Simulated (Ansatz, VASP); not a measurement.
One calculation of AlN, two programs

```
Al N
1.0
     3.10669    0.00000    0.00000
    -1.55335    2.69048    0.00000
     0.00000    0.00000    4.97859
Al N
2 2
Direct
  0.33333 0.66667 0.99920
  0.66667 0.33333 0.49920
  0.33333 0.66667 0.38080
  0.66667 0.33333 0.88080
```

Alike in both runs: task single point; functional PBE; k mesh 12 × 12 × 6; occupations fermi-dirac, width 0.02 eV; no spin polarisation.

```csv
,VASP,Ansatz
version,VASP 6.6.1,Ansatz 0.2.0
potentials or method,"VASP PAW PBE potentials, release 64 (Al, N)","plane waves, PAW"
plane-wave cutoff (eV),520,420
valence electrons in the cell,16,16
```

```csv
,VASP,Ansatz,Ansatz less VASP
gap on the k mesh at the Fermi level (eV),4.24,4.23,-0.011
pressure (GPa),4.4,4.6,+0.25
largest component of the traceless stress (GPa),0.10,0.14,+0.043
rms of the force components (eV/Å),0.005,0.005,+0.0002
```

Atom by atom the forces differ by 0.000 eV/Å (rms over components).

A k mesh can miss the band edges.
